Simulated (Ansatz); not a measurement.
InN (zinc blende)

```yaml
crystal:
  lattice:
    - [0.00000, 4.99990, 4.99990]
    - [2.49995, 2.49995, 4.99990]
    - [2.49995, 2.49995, 0.00000]
  atoms:
    - { symbol: N, position: [0.00000, 0.75000, 0.75000] }
    - { symbol: N, position: [0.50000, 0.75000, 0.75000] }
    - { symbol: In, position: [0.00000, 0.00000, 0.00000] }
    - { symbol: In, position: [0.50000, 0.00000, 0.00000] }
```

The atoms are displaced by Q × the pattern below (from a DFPT mode at X = (0.5, 0.5, 0.0), largest move 1; Q in Å), at fixed cell. (q is in reciprocal vectors of the primitive cell; the cell shown is doubled to hold the pattern.)

| atom | x | y | z |
|---|---|---|---|
| In3 | 0.000 | 0.000 | 1.000 |
| In4 | 0.000 | 0.000 | -1.000 |

Atoms not listed stay in place.

Computed with r2SCAN (plane waves to 500 eV, PAW, scalar-relativistic; Ansatz, a quantum-chemistry and plane-wave program). k mesh 11×11×11 (Γ-centred), Fermi-Dirac smearing 0.05 eV. E stands for the smeared free energy. With partly filled bands, energies and forces of such displacements shift with the k mesh and the smearing. At this level the bands of InN touch or barely overlap; measurements give the solid a gap. InN was relaxed with its symmetry unable to fall. The PAW data are Ansatz's earlier set. The zero of ΔE is the undisplaced structure. The last digit holds for this mesh only.

```csv
Q (Å),ΔE (meV/cell)
-0.180,726.1
-0.150,506.4
-0.120,withheld
-0.090,183.4
-0.060,81.7
-0.030,20.4
0.000,0.0
0.030,20.4
0.060,81.7
0.090,183.4
0.120,withheld
0.150,506.4
0.180,726.1
```

Fit an even polynomial form (powers 2, 4) to the given rows and predict ΔE at Q = 0.120.

Least squares on the 11 given rows: ΔE = (22720)·Q² + (-9632)·Q⁴, in meV/cell with Q in Å; root-mean-square residual 0.05 meV/cell. At 0.120 the fit gives 325.2 meV/cell; the calculation gives 325.2 meV/cell, the same to the digits shown. The quadratic term alone would give 327.2 meV/cell.

(A displaced cell: forces are minus the slopes of the energy, force constants its curvatures, and phonons follow from these.)
